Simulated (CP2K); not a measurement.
Crystal: Zn.

```
CELL_PARAMETERS angstrom
2.67000 0.00000 0.00000
-1.33500 2.31229 0.00000
0.00000 0.00000 4.96600
ATOMIC_POSITIONS crystal
Zn 0.66667 0.33333 0.75000
Zn 0.33333 0.66667 0.25000
```

Base run:

- Program: CP2K 2026.2
- Functional: r2SCAN
- Dispersion: D3(BJ)
- Potentials or basis: POTENTIAL_UZH Zn GTH-SCAN-q12; TZVP-MOLOPT-SCAN-GTH basis
- Density cutoff: 9184 eV
- k mesh: 11 × 11 × 6
- Occupations: fermi-dirac, width 0.05 eV
- Spin: no spin polarisation

Its results: band gap on the k mesh none (metal or under the smearing width); pressure -7.9 GPa.

Problem. After a change of settings the same cell gave: band gap on the k mesh none (metal or under the smearing width); pressure -5.9 GPa. Which change was it?
A. dispersion from D3(BJ) to D3(BJ)+ATM
B. dispersion from D3(BJ) to none
C. dispersion from D3(BJ) to D4
D. dispersion from D3(BJ) to rVV10

Solution. B.

Dispersion adds attraction, which lowers the pressure at fixed volume and, as a term added to the energy, leaves the levels alone.

Caveats: the basis of atomic orbitals isn't converged, which shifts pressures, moduli and gaps; pairwise dispersion overbinds metals, which lowers pressure and volume (some runs).
